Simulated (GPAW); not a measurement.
Runs of GPAW 26.7.0 on MoS2. The structure is trigonal, space group R3m (No. 160). Conventional cell: a = 3.160 Å, b = 3.160 Å, c = 18.450 Å, α = 90.00°, β = 90.00°, γ = 120.00°. Mo (site symmetry 3m) has 6 S at 2.39 Å as nearest neighbours. S (site symmetry 3m) is surrounded by 3 Mo at 2.39 Å. S (site symmetry 3m) has 3 Mo at 2.39 Å as nearest neighbours. Measurements of this composition are mostly on another form, of space group No. 194.

```tsv
task	level	potentials or basis	U	cell	k mesh	smearing	U projector left unscaled	data set	mesh quality	gap on the mesh (eV)	pressure (GPa)	largest force (eV/Å)
single point	RPBE	the program's PAW data sets (release 1.2.1) made for this functional, pw	-	as given	10 × 10 × 10	gaussian 0.05 eV	-	-	not flagged	0.99	8.2	(b)
single point	PBEsol	PAW data sets generated in the run's folder for this functional, pw	-	the cell as VASP's run set it	10 × 10 × 10	gaussian 0.02 eV	-	-	not flagged	0.91	0.2	(d)
single point	PBE	GPAW PAW data sets (gpaw-data 1.2.1), pw	-	as given	10 × 10 × 10	fermi-dirac 0.05 eV	-	-	not flagged	0.95	5.3	0.53
single point	r2SCAN+U	GPAW PAW data sets (gpaw-data 1.2.1), other valence, pw	Mo d U = 2 eV	as given	5 × 5 × 5	fermi-dirac 0.05 eV	no	Mo 6	coarse	(a)	6.9	(c)
```

Alike in all rows: no spin polarisation; cutoff (eV) 600.

Task: Fill in the values left out.

Result: (a) 1.15; (b) 0.63; (c) 0.68; (d) 0.26.

Caveats: some runs use coarse meshes; the PAW data sets were made with another functional, which shifts forces and pressure a little (some runs); an odd mesh through Γ misses points on the zone boundary, where band edges often lie (some runs).

A k mesh can miss the band edges, and the runs leave out spin-orbit coupling on Mo.

Not every run made on this cell is shown here.
